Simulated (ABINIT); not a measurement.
ZrS2:

```xyz
3
Lattice="3.6914 0.0000 0.0000 -1.8457 3.1968 0.0000 0.0000 0.0000 6.0411" Properties=species:S:1:pos:R:3 pbc="T T T"
Zr    0.0000    0.0000    0.0000
S     0.0000    2.1312    1.4372
S     1.8457    1.0656    4.6038
```

The cell is a database's computed one.

| Property | Result |
| --- | --- |
| Program | ABINIT 10.8.3 (patched build) |
| Task | relaxation of cell and atoms |
| Functional | LDA |
| Potentials or basis | JTH PAW LDA v2.0 |
| Cutoff | 544 eV |
| k mesh | 8 × 8 × 5 |
| Occupations | fermi-dirac, width 0.05 eV |
| Spin | no spin polarisation |

At the start: pressure -4.6 GPa; volume 23.76 Å³/atom.

Task: How do energy, volume and symmetry change on relaxing?

Result: Over 12 steps the energy falls by 28.0 meV/atom and the volume is 21.13 Å³/atom (-11.1 %); space group P-3m1 (No. 164, to 0.05 Å).

Step by step:
```csv
step,energy change (eV),largest force (eV/Å),pressure (GPa),volume (Å³)
1,0.0000,0.3141,-4.57,71.29
2,-0.0264,0.1255,-3.21,70.30
3,-0.0498,0.2841,-0.03,68.13
4,-0.0514,0.2606,-0.11,68.08
5,-0.0623,0.0154,-0.30,66.78
6,-0.0631,0.0403,-0.22,66.75
7,-0.0689,0.1584,0.26,66.10
8,-0.0757,0.2394,0.70,64.78
9,-0.0803,0.1980,0.80,63.42
10,-0.0832,0.0780,0.29,63.34
11,-0.0840,0.0070,-0.07,63.47
12,-0.0840,0.0007,0.00,63.38
```

Final structure:
```xyz
3
Lattice="3.5976 0.0000 0.0000 -1.7988 3.1156 0.0000 0.0000 0.0000 5.6549" Properties=species:S:1:pos:R:3 pbc="T T T"
Zr    0.0000    0.0000    0.0000
S     0.0000    2.0771    1.4495
S     1.7988    1.0385    4.2054
```
